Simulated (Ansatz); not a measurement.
# YN with a Y vacancy: gradients before and after relaxing the atoms

Start: a supercell of YN (rock salt type, Fm-3m) built from a computed structure from the Materials Project (it need not be an observed phase), with all atoms left at the host's positions.

```
Y N
1.0
     0.00000    7.34508    7.34508
     7.34508    0.00000    7.34508
     7.34508    7.34508    0.00000
Y N
26 27
Direct
  0.00000 0.00000 0.33333
  0.00000 0.00000 0.66667
  0.00000 0.33333 0.00000
  0.00000 0.33333 0.33333
  0.00000 0.33333 0.66667
  0.00000 0.66667 0.00000
  0.00000 0.66667 0.33333
  0.00000 0.66667 0.66667
  0.33333 0.00000 0.00000
  0.33333 0.00000 0.33333
  0.33333 0.00000 0.66667
  0.33333 0.33333 0.00000
  0.33333 0.33333 0.33333
  0.33333 0.33333 0.66667
  0.33333 0.66667 0.00000
  0.33333 0.66667 0.33333
  0.33333 0.66667 0.66667
  0.66667 0.00000 0.00000
  0.66667 0.00000 0.33333
  0.66667 0.00000 0.66667
  0.66667 0.33333 0.00000
  0.66667 0.33333 0.33333
  0.66667 0.33333 0.66667
  0.66667 0.66667 0.00000
  0.66667 0.66667 0.33333
  0.66667 0.66667 0.66667
  0.16667 0.16667 0.16667
  0.16667 0.16667 0.50000
  0.16667 0.16667 0.83333
  0.16667 0.50000 0.16667
  0.16667 0.50000 0.50000
  0.16667 0.50000 0.83333
  0.16667 0.83333 0.16667
  0.16667 0.83333 0.50000
  0.16667 0.83333 0.83333
  0.50000 0.16667 0.16667
  0.50000 0.16667 0.50000
  0.50000 0.16667 0.83333
  0.50000 0.50000 0.16667
  0.50000 0.50000 0.50000
  0.50000 0.50000 0.83333
  0.50000 0.83333 0.16667
  0.50000 0.83333 0.50000
  0.50000 0.83333 0.83333
  0.83333 0.16667 0.16667
  0.83333 0.16667 0.50000
  0.83333 0.16667 0.83333
  0.83333 0.50000 0.16667
  0.83333 0.50000 0.50000
  0.83333 0.50000 0.83333
  0.83333 0.83333 0.16667
  0.83333 0.83333 0.50000
  0.83333 0.83333 0.83333
```

Sites (sets of like atoms) are named by element and the number of their first atom in this list.

All values are calculated (Ansatz; DFT, PBE, plane waves and PAW, scalar-relativistic, collinear spin, 420 eV cutoff, Γ-centred 2×2×2 k-points, Fermi–Dirac smearing 0.01 eV, cell charge -2), not measured. Start moments as typed (μB): 0 0 0 0 0 0 0 0 0 0 0 0 0 0 0 0 0 0 0 0 0 0 0 0 0 0 0 0 0.5 0 0 0 0.5 0 0.5 0 0 0 0 0 0 0 0 0 0.5 0 0.5 0 0 0 0.5 0 0 by atom.

The largest force at the start is 2.1 eV/Å. Relaxing the ions at fixed cell moves them by 0.183 Å at most (atom 29, N) and 0.069 Å rms.

```tsv
site	atom	moved (Å)	first shell before	first shell after	V_zz before (10²¹ V/m²)	η before
Y1	1	0.064	6 N at 2.45 Å	6 N at 2.41–2.49 Å	1.15	0.50
Y4	4	0.012	6 N at 2.45 Å	6 N at 2.44–2.46 Å	-0.028	0.00
Y14	14	0.000	6 N at 2.45 Å	6 N at 2.27–2.45 Å	-0.50	0.00
N27	27	0.009	6 Y at 2.45 Å	6 Y at 2.44–2.46 Å	-0.25	0.00
N29	29	0.183	5 Y at 2.45 Å	5 Y at 2.27–2.41 Å	1.09	0.00
N31	31	0.006	6 Y at 2.45 Å	6 Y at 2.44–2.49 Å	-0.38	0.29
```

Problem. How do the gradients change?

Solution. 

```
site  atom  V_zz after  η after  change of V_zz
  Y1     1       -2.44     0.70               –
  Y4     4        0.27     0.00           +0.30
 Y14    14       -5.61     0.00           -5.11
 N27    27       0.095     0.00           +0.35
 N29    29       -0.58     0.00           -1.67
 N31    31        0.50     0.80               –
```

The largest change of V_zz along a kept axis is on Y14, from -0.50 to -5.61. V_zz changes sign on N29 (same axis), N27 (same axis), Y4 (same axis). On Y1, N31 the largest principal value lies along another axis in the second run, so the two V_zz can't be compared directly. Sites without a gradient aren't listed. The electronic state changes along with the positions (absolute moment from 1.2 to 0.4 μB), so the changes aren't those of geometry alone.

The defect repeats with the cell of 53 atoms, so it feels its images: sites between two images don't show the values beside a lone defect, and zeros or small values of η there can come from the images' arrangement. A uniform background compensates the cell's charge. The defect cell has no gap above 0.1 eV on its mesh, so the values can hang on the smearing and the k-mesh. Without spin–orbit coupling (the program notes it for Y) the gradients can shift somewhat, as the gap is small.
Before: The neighbours have not yet relaxed around the defect (largest force 2.1 eV/Å), so a real crystal will differ.
After: The relaxation keeps the symmetry of the vacancy's site, so distortions that break it, Jahn–Teller ones too, aren't explored. The run lost most of its start moments on N; a state with other moments may lie lower.
